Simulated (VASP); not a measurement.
# C (Fd-3m) in VASP: further runs, part 3 of 4

VASP 6.6.1. The steps go on from the part before.

## Step 5: G0W0 quasiparticle levels, PBE

The input, POSCAR:

```
C
1.0
    0.0000000000      1.7833700000      1.7833700000
    1.7833700000      0.0000000000      1.7833700000
    1.7833700000      1.7833700000      0.0000000000
C
2
Direct
    0.7500000000      0.7500000000      0.7500000000
    0.5000000000      0.5000000000      0.5000000000
```

The input, INCAR.step1:

```
SYSTEM = C
PREC = Accurate
ENCUT = 450
EDIFF = 1E-8
ISMEAR = 0
SIGMA = 0.01
LREAL = .FALSE.
LASPH = .TRUE.
NELM = 60
ALGO = Normal
LWAVE = .TRUE.
LCHARG = .FALSE.
GGA = PE
```

The input, INCAR.step2:

```
SYSTEM = C
PREC = Accurate
ENCUT = 450
EDIFF = 1E-8
ISMEAR = 0
SIGMA = 0.01
LREAL = .FALSE.
LASPH = .TRUE.
NELM = 1
ALGO = Exact
LWAVE = .TRUE.
LCHARG = .FALSE.
GGA = PE
NBANDS = 31
LOPTICS = .TRUE.
ISTART = 1
```

The input, INCAR.step3:

```
SYSTEM = C
PREC = Accurate
ENCUT = 450
EDIFF = 1E-8
ISMEAR = 0
SIGMA = 0.01
LREAL = .FALSE.
LASPH = .TRUE.
ALGO = EVGW0
LWAVE = .FALSE.
LCHARG = .FALSE.
GGA = PE
NELMGW = 1
NBANDS = 31
ENCUTGW = 150
NOMEGA = 36
PRECFOCK = Fast
ISTART = 1
NBANDSGW = 12
```

The input, KPOINTS:

```
regular mesh
0
G
  3 3 3
  0 0 0
```

Potentials or basis: VASP PAW PBE potentials, release 64 (C_GW).

Launch:

```
$ cat potpaw_PBE.64/C_GW/POTCAR > POTCAR
$ cp INCAR.step1 INCAR
$ mpirun -np 1 vasp_std > vasp.out
$ cp INCAR.step2 INCAR
$ mpirun -np 1 vasp_std > vasp.out
$ cp INCAR.step3 INCAR
$ mpirun -np 1 vasp_std > vasp.out
```

OUTCAR:

```text
SYSTEM = C
   PREC = Accurate
   ENCUT = 450
   EDIFF = 1E-8
   ISMEAR = 0
   LREAL = .FALSE.
   LASPH = .TRUE.
   GGA = PE
   NELMGW = 1
   ENCUTGW = 150
   PRECFOCK = Fast
   ISTART = 1

 Found      4 irreducible k-points:

 Following reciprocal coordinates:
            Coordinates               Weight
  0.000000  0.000000  0.000000      1.000000
  0.333333  0.000000  0.000000      8.000000
  0.333333  0.333333  0.000000      6.000000
 -0.333333  0.333333  0.000000     12.000000
   k-points           NKPTS =      4   k-points in BZ     NKDIM =     27   number of bands    NBANDS=     31
   number of dos      NEDOS =    301   number of ions     NIONS =      2
   total plane-waves  NPLWV =   5832
   dimension x,y,z NGX =    18 NGY =   18 NGZ =   18
   dimension x,y,z NGXF=    36 NGYF=   36 NGZF=   36
   ions per type =               2
   NGX,Y,Z   is equivalent  to a cutoff of  11.86, 11.86, 11.86 a.u.
   NGXF,Y,Z  is equivalent  to a cutoff of  23.73, 23.73, 23.73 a.u.
 SYSTEM =  C
   PREC   = accura    normal or accurate (medium, high low for compatibility)
   ISTART =      1    job   : 0-new  1-cont  2-samecut
   ICHARG =      0    charge: 1-file 2-atom 10-const
   ISPIN  =      1    spin polarized calculation?
   LNONCOLLINEAR =      F non collinear calculations
   LSORBIT =      F    spin-orbit coupling
   LASPH  =      T    aspherical Exc in radial PAW
   ENCUT  =  450.0 eV  33.07 Ry    5.75 a.u.   4.36  4.36  4.36*2*pi/ulx,y,z
   NELM   =     60;   NELMIN=  2; NELMDL=  0     # of ELM steps
   EDIFF  = 0.1E-07   stopping-criterion for ELM
   LREAL  =      F    real-space projection
   EDIFFG = 0.1E-06   stopping-criterion for IOM
   NSW    =      0    number of steps for IOM
   IBRION =     -1    ionic relax: 0-MD 1-quasi-New 2-CG
   NFREE  =      0    steps in history (QN), initial steepest desc. (CG)
   ISIF   =      0    stress and relaxation
   ISYM   =      3    0-nonsym 1-usesym 2-fastsym
   POTIM  = 0.5000    time-step for ionic-motion
   TEBEG  =    0.0;   TEEND  =   0.0 temperature during run
   PSTRESS=    0.0 pullay stress
   NELECT =       8.0000    total number of electrons
   NUPDOWN=      -1.0000    fix difference up-down
   EMIN   =  10.00;   EMAX   =-10.00  energy-range for DOS
   EFERMI =   0.00;   METHOD = LEGACY
   ISMEAR =     0;   SIGMA  =   0.01  broadening in eV -4-tet -1-fermi 0-gaus
   EFERMI_NEDOS =   21; number of points for ismear=-14 and -15
   IALGO  =     38    algorithm
   IMIX   =      4    mixing-type and parameters
     AMIX     =   0.40;   BMIX     =  1.00
     AMIX_MAG =   1.60;   BMIX_MAG =  1.00
  volume/ion in A,a.u.               =       5.67        38.28
  Fermi-wavevector in a.u.,A,eV,Ry     =   1.457203  2.753714 28.891161  2.123440
  Thomas-Fermi vector in A             =   2.574032
   LORBIT       =      0    0 simple, 1 ext, 2 COOP (PROOUT), +10 PAW based schemes
   GGA     = PE    functional components
   LHFCALC =     T    Hartree Fock is set to
   PRECFOCK=fast      Normal, Fast or Accurate (Low or Medium for compatibility)
   ENCUT4O =  -1.0   cutoff for four orbital integrals eV
   NKREDX  =     1    reduce k-point grid by
   NKREDY  =     1    reduce k-point grid by
   NKREDZ  =     1    reduce k-point grid by
   AEXX    =    1.0000 exact exchange contribution
   HFSCREEN=    0.0000 screening length (either q_TF or 0.3 A-1)
   HFSCREENC=   0.0000 screening length for correlation (either q_TF or 0.3 A-1)
   ENCUTFOCK=  -1.0 apply spherical cutoff to Coloumb kernel
   IVDW    =     0    specifies the selected vdW correction
   LEPSILON=     F    determine dielectric tensor
   LRPA    =     F    only Hartree local field effects (RPA)
   LRPAFORCE           =     F    calculate RPA forces
   ENCUTGW             = 150.0    cutoff for response function in eV
   ENCUTGWSOFT         = 120.0    soft cutoff for Coulomb kernel in GW response function in eV
   ENCUTLF             =  -1.0    cutoff for local field effects
   NELMGW              =     1    number of iterations in solving QP/BSE equation
   NELMHF              =     1    number of iterations in the inner HF iteration
   NKREDLFX            =     1    NKREDLFY  =   1   NKREDLFZ  =   1
 non-spin polarized calculation
 Gauss-broadening in eV      SIGMA  =   0.01
  energy-cutoff  :      450.00
  volume of cell :       11.34
 maximum number of plane-waves:       259
 NGX is ok and might be reduce to    18
  NGX = 10; NGY = 10; NGZ = 10
   NGX =  9   NGY =  9   NGZ =  9
 maximum number of plane-waves:        59

 QP shifts <psi_nk| G(iteration)W_0 |psi_nk>: iteration 1
 for sc-GW calculations column KS-energies equals QP-energies in previous step
 and V_xc(KS)=  KS-energies - (<T + V_ion + V_H > + <T+V_H+V_ion>^1  + <V_x>^1)

 k-point   1 :       0.0000    0.0000    0.0000
  band No.  KS-energies  QP-energies   sigma(KS)   V_xc(KS)     V^pw_x(r,r')   Z            occupation Imag(sigma)

      1     -11.6473     -13.1657     -16.7597     -14.7556     -25.3472       0.7576       2.0000       1.5523
      2       9.8679       9.5620     -17.1892     -16.8171     -19.9899       0.8223       2.0000       0.1212
      3       9.8679       9.5620     -17.1892     -16.8171     -19.9899       0.8223       2.0000       0.1212
      4       9.8679       9.5620     -17.1892     -16.8171     -19.9899       0.8223       2.0000       0.1212
      5      15.4341      16.7248     -13.9198     -15.5106      -8.7983       0.8113       0.0000      -0.1642
      6      15.4341      16.7248     -13.9198     -15.5106      -8.7983       0.8113       0.0000      -0.1642
      7      15.4341      16.7248     -13.9198     -15.5106      -8.7983       0.8113       0.0000      -0.1642
      8      23.1878      24.4110     -14.7903     -16.3713      -7.5094       0.7737       0.0000      -0.3919
      9      29.1228      29.5585     -11.2380     -11.7768      -4.2105       0.8085       0.0000      -0.5002
     10      36.3294      37.6380     -12.2685     -13.8641      -5.7988       0.8202       0.0000      -0.6032
     11      36.3294      37.6380     -12.2685     -13.8641      -5.7988       0.8202       0.0000      -0.6032
     12      37.3230      38.1295     -10.4672     -11.4342      -3.1747       0.8340       0.0000      -1.0756

 k-point   2 :       0.3333    0.0000    0.0000
  band No.  KS-energies  QP-energies   sigma(KS)   V_xc(KS)     V^pw_x(r,r')   Z            occupation Imag(sigma)

      1      -8.6289     -10.0236     -16.8247     -15.0095     -24.6269       0.7683       2.0000       1.1639
      2       0.4696      -0.4700     -16.5461     -15.3535     -21.4005       0.7879       2.0000       0.3283
      3       7.5428       7.0887     -17.0095     -16.4522     -20.2433       0.8148       2.0000       0.1456
      4       7.5428       7.0887     -17.0095     -16.4522     -20.2433       0.8148       2.0000       0.1456
      5      18.1214      19.4912     -13.7548     -15.4507      -8.1198       0.8077       0.0000      -0.2003
      6      18.1214      19.4912     -13.7548     -15.4507      -8.1198       0.8077       0.0000      -0.2003
      7      18.4168      19.5096     -14.2806     -15.6419      -8.5146       0.8027       0.0000      -0.2103
      8      25.1074      26.4185     -13.2885     -14.9668      -5.9266       0.7812       0.0000      -0.4315
      9      30.7909      31.6200     -11.8968     -12.9350      -4.4913       0.7986       0.0000      -0.6054
     10      33.0309      34.1056     -11.7551     -13.0677      -5.0454       0.8187       0.0000      -0.5985
     11      33.0309      34.1056     -11.7551     -13.0677      -5.0454       0.8187       0.0000      -0.5985
     12      35.1274      36.1431     -12.0190     -13.3115      -3.9894       0.7859       0.0000      -0.8604

 k-point   3 :       0.3333    0.3333    0.0000
  band No.  KS-energies  QP-energies   sigma(KS)   V_xc(KS)     V^pw_x(r,r')   Z            occupation Imag(sigma)

      1      -7.6236      -8.9933     -16.8368     -15.0716     -24.3425       0.7760       2.0000       1.0632
      2       2.6743       1.7981     -17.3111     -16.2088     -21.8302       0.7950       2.0000       0.2605
      3       4.5424       3.8780     -16.6869     -15.8618     -20.5574       0.8052       2.0000       0.1938
      4       4.5424       3.8780     -16.6869     -15.8618     -20.5574       0.8052       2.0000       0.1938
      5      13.9803      14.7993     -13.1764     -14.1743      -8.1934       0.8207       0.0000      -0.1564
      6      17.5557      18.3073     -12.2101     -13.1240      -6.5909       0.8224       0.0000      -0.1922
      7      23.9194      25.6435     -14.4152     -16.6162      -7.4123       0.7833       0.0000      -0.3704
      8      23.9194      25.6435     -14.4152     -16.6162      -7.4123       0.7833       0.0000      -0.3704
      9      31.1641      32.5443     -13.7822     -15.5517      -5.9042       0.7800       0.0000      -0.7192
     10      33.0659      34.2642     -12.4765     -14.0015      -4.4506       0.7858       0.0000      -0.7369
     11      41.5289      42.9965     -12.1263     -13.8928      -5.1706       0.8308       0.0000      -1.0466
     12      44.4728      45.4793     -11.2592     -12.5072      -3.1983       0.8065       0.0000      -1.3173

 k-point   4 :      -0.3333    0.3333    0.0000
  band No.  KS-energies  QP-energies   sigma(KS)   V_xc(KS)     V^pw_x(r,r')   Z            occupation Imag(sigma)

      1      -4.2127      -5.4557     -17.2560     -15.6623     -23.8906       0.7799       2.0000       0.7240
      2      -1.0910      -2.1608     -17.0359     -15.6693     -22.6185       0.7828       2.0000       0.4486
      3       0.4601      -0.4512     -15.8790     -14.7311     -20.4133       0.7939       2.0000       0.2996
      4       5.1713       4.5393     -16.8011     -16.0176     -20.5476       0.8067       2.0000       0.1800
      5      16.1747      17.0236     -12.7984     -13.8331      -7.4417       0.8204       0.0000      -0.1741
      6      22.7827      24.4523     -14.1426     -16.2645      -7.3004       0.7868       0.0000      -0.3390
      7      23.3949      24.8779     -13.9164     -15.8044      -6.9698       0.7854       0.0000      -0.3570
      8      24.8609      26.4053     -14.2797     -16.2715      -6.8366       0.7754       0.0000      -0.4394
      9      26.7823      27.8128     -12.5062     -13.7675      -6.2290       0.8170       0.0000      -0.3391
     10      33.5173      34.5676     -11.6537     -12.9221      -5.2095       0.8280       0.0000      -0.5591
     11      34.6985      36.1899     -13.2466     -15.1757      -4.6899       0.7731       0.0000      -0.8974
     12      43.6201      44.4757     -10.9705     -12.0205      -3.2034       0.8149       0.0000      -1.2653
```

Wall time 3.4 s (1 thread of Intel Xeon 6975P-C (Granite Rapids), shared host); peak memory 0.11 GiB.

These settings aren't checked as converged: the numbers below hold their error.

What came out:

* Band gap on the k mesh, mean-field level: 4.11 eV, indirect (least direct gap 5.57 eV)
* Quasiparticle gap: 5.24 eV
* Least direct quasiparticle gap: 7.16 eV

Caveat: the k mesh is coarse (spacing up to 1.02 Å⁻¹), so the values aren't converged; bands, screening cutoff and mesh are small and nothing is extrapolated, so the quasiparticle values aren't converged; an odd mesh through Γ misses points on the zone boundary, where band edges often lie.

[end of part 3 of 4]
